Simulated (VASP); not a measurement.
**IrO2: single point with PBE+D3(BJ)**

Crystal: IrO2.

```xyz
6
Lattice="4.5029 0.0000 0.0000 0.0000 4.5029 0.0000 0.0000 0.0000 3.1722" Properties=species:S:1:pos:R:3 pbc="T T T"
Ir    2.2515    2.2515    1.5861
Ir    0.0000    0.0000    0.0000
O     3.1136    3.1136    0.0000
O     3.6407    0.8622    1.5861
O     1.3893    1.3893    0.0000
O     0.8622    3.6407    1.5861
```

The cell is a database's computed one.

```yaml
Program: VASP 6.6.1
Task: single point
Functional: PBE
Dispersion: D3(BJ)
Potentials_or_basis: VASP PAW PBE potentials, release 64 (Ir, O)
Cutoff: 520 eV
k_mesh: 8 × 8 × 12
Occupations: gaussian, width 0.1 eV
Spin: no spin polarisation
```

* Pressure: 2.5 GPa
* Band gap on the k mesh: none (metal or under the smearing width)
* Dispersion energy per atom: -0.247 eV

Forces in eV/Å, atoms in the order of the input:
```
Ir   0.000  0.000  0.000
Ir   0.000  0.000  0.000
O    0.002  0.002  0.000
O   -0.002  0.002  0.000
O   -0.002 -0.002  0.000
O    0.002 -0.002  0.000
```

Stress tensor (GPa, compression positive):
```
2.19 0.00 0.00
0.00 2.19 0.00
0.00 0.00 3.06
```

Levels at points of the mesh, in eV from the Fermi level:
| k point | band 17 | band 18 | band 19 | band 20 | band 21 | band 22 | band 23 | band 24 | band 25 | band 26 |
| --- | --- | --- | --- | --- | --- | --- | --- | --- | --- | --- |
| (0.00, 0.00, 0.00) | -2.42 | -2.42 | -2.34 | -2.28 | -2.18 | 0.74 | 1.23 | 4.14 | 4.14 | 4.21 |
| (0.50, 0.00, 0.00) | -1.63 | -1.63 | -1.29 | -1.29 | -0.30 | -0.30 | 3.55 | 3.55 | 3.60 | 3.60 |
| (0.50, 0.50, 0.00) | -2.48 | -2.48 | -2.38 | -2.38 | 0.20 | 0.20 | 2.48 | 2.48 | 4.12 | 4.12 |
| (0.00, 0.00, 0.50) | -1.91 | -1.91 | -0.68 | -0.68 | 0.26 | 0.26 | 2.24 | 2.24 | 2.76 | 2.76 |
| (0.50, 0.00, 0.50) | -2.75 | -2.75 | -1.79 | -1.79 | 0.53 | 0.53 | 1.10 | 1.10 | 4.53 | 4.53 |
| (0.50, 0.50, 0.50) | -1.82 | -1.82 | -1.21 | -1.21 | -0.48 | -0.48 | 2.20 | 2.20 | 3.21 | 3.21 |

It took 4.8 min on 1 thread of Intel(R) Xeon(R) Platinum 8375C CPU @ 2.90GHz (Ice Lake), with other jobs on the host, peak memory 0.3 GiB.

Caveat: pairwise dispersion overbinds metals, which lowers pressure and volume. The run has no spin-orbit coupling, so splittings on Ir are missing.
